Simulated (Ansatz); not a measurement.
# CaB6: rattling a relaxed structure

It was reached by relaxing an invented guess, and it needn't be the stable form of this composition.

Level of theory: DFT PBE, scalar-relativistic, plane waves, PAW in Ansatz. Plane waves to 420 eV, a k mesh through Γ of 8×8×8 on the computed 7-atom cell and Gaussian smearing (0.01 eV); no spin polarisation.

The cell below (7 atoms, space group Pm-3m (No. 221)) is relaxed within its symmetry.

```xyz
7
Lattice="4.1479 0.0000 0.0000 0.0000 4.1479 0.0000 0.0000 0.0000 4.1479" Properties=species:S:1:pos:R:3 pbc="T T T"
Ca    0.0000    0.0000    0.0000
B     0.8370    2.0740    2.0740
B     2.0740    0.8370    2.0740
B     3.3110    2.0740    2.0740
B     2.0740    3.3110    2.0740
B     2.0740    2.0740    0.8370
B     2.0740    2.0740    3.3110
```

For the test it was strained at random (σ = 1.5 % a component), the atoms were moved at random (σ = 0.15 Å), and all was relaxed again on a coarse 6×6×6 mesh (in the run’s order of axes) with 0.20 eV smearing, with no symmetry imposed.

Question: Is the structure stable against such a distortion?

Answer: It returns, within 1 meV/atom of the unmoved cell on that mesh and with the same symmetry when read at 0.1 Å (C2/m at 0.01 Å, so small strains and shifts remain). So it is stable against the distortions that fit this cell and that this random move excites. Modes that don't fit the cell aren't tested.